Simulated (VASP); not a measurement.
Here is a VASP 6.6.1 calculation.

The input INCAR:

```
SYSTEM = Sn
PREC = Accurate
ENCUT = 600
EDIFF = 1E-7
ISMEAR = -1
SIGMA = 0.05
LREAL = .False.
LASPH = .True.
NELM = 80
ALGO = Normal
ISIF = 3
LWAVE = .False.
LCHARG = .False.
GGA = AM
IBRION = 2
NSW = 60
EDIFFG = -0.01
```

File KPOINTS:

```
regular mesh
0
Gamma
  10 10 10
  0 0 0
```

POSCAR

```
Sn
1.0
   -1.8946518192      1.8946518192      1.8946518192
    1.8946518192     -1.8946518192      1.8946518192
    1.8946518192      1.8946518192     -1.8946518192
Sn
1
Direct
    0.0000000000      0.0000000000      0.0000000000
```

Potentials or basis: VASP PAW PBE potentials, release 64 (Sn_d).

Command:

```bash
$ cat potpaw_PBE.64/Sn_d/POTCAR > POTCAR
$ mpirun -np 1 vasp_std > vasp.out
```

**Question.** Estimate the relaxed volume.

**Answer.** 25.89 Å³/atom.

**Question.** What does it give for the space group after relaxing (to 0.05 Å)?

**Answer.** Im-3m (No. 229).

Step by step:
```tsv
step	energy change (eV)	largest force (eV/Å)	pressure (GPa)	volume (Å³)
1	0.0000	0.0000	-2.32	27.20
2	-0.0098	0.0000	0.43	25.69
3	-0.0101	0.0000	0.00	25.89
```

Caveat: the PAW data sets were made with another functional, which shifts forces and pressure a little.
